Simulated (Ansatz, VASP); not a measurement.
# One calculation of FeSi, two programs

The input INCAR:

```
PREC = Accurate ; ENCUT = 520
EDIFF = 1E-6 ; ISMEAR = 0
SIGMA = 0.05 ; LREAL = F
LASPH = T ; NELM = 60
ALGO = Normal ; ISIF = 2
LWAVE = F ; LCHARG = T
GGA = CA ; LELF = T
LVHAR = T ; NBANDS = 13
```

Contents of KPOINTS:

```
Automatic mesh
0
Gamma
  16 16 16
```

POSCAR

```
FeSi
1.0
    2.7270302294      0.0000000000      0.0000000000
    0.0000000000      2.7270302294      0.0000000000
    0.0000000000      0.0000000000      2.7270302294
Fe Si
1 1
Direct
    0.5000000000      0.5000000000      0.5000000000
    0.0000000000      0.0000000000      0.0000000000
```

Input for Ansatz:

```yaml
crystal:
  lattice:
    - [2.7270302294, 0.0, 0.0]
    - [0.0, 2.7270302294, 0.0]
    - [0.0, 0.0, 2.7270302294]
  atoms:
    - { symbol: Fe, position: [0.5, 0.5, 0.5] }
    - { symbol: Si, position: [0.0, 0.0, 0.0] }
basis:
  ecutwfc: 420
  ecutrho_ratio: 4
kpoints:
  mp_grid: { grid: [16, 16, 16] }
hamiltonian:
  xc: lda
scf:
  occupations: { method: gaussian, width: 0.05 }
output:
  forces: true
  stress: true
  eigenvalues: true
```

Alike in both runs: task single point; functional LDA; k mesh 16 × 16 × 16; occupations gaussian, width 0.05 eV; no spin polarisation.

|  | VASP | Ansatz |
| --- | --- | --- |
| version | VASP 6.6.1 | Ansatz 0.2.0 |
| potentials or method | VASP PAW LDA potentials, release 64 (Fe, Si) | scalar-relativistic, plane waves, PAW |
| plane-wave cutoff (eV) | 520 | 420 |
| valence electrons in the cell | 12 | 20 |

|  | VASP | Ansatz | Ansatz less VASP |
| --- | --- | --- | --- |
| gap on the k mesh at the Fermi level (eV) | none | none | - |
| pressure (GPa) | -4.1 | -4.9 | -0.77 |

A gap of «none» marks a metal or a gap that the smearing closes. The two sets of potentials don't hold the same shells in valence.

Spin polarisation is off, so any magnetic state and its effect on volume and gap are missing.
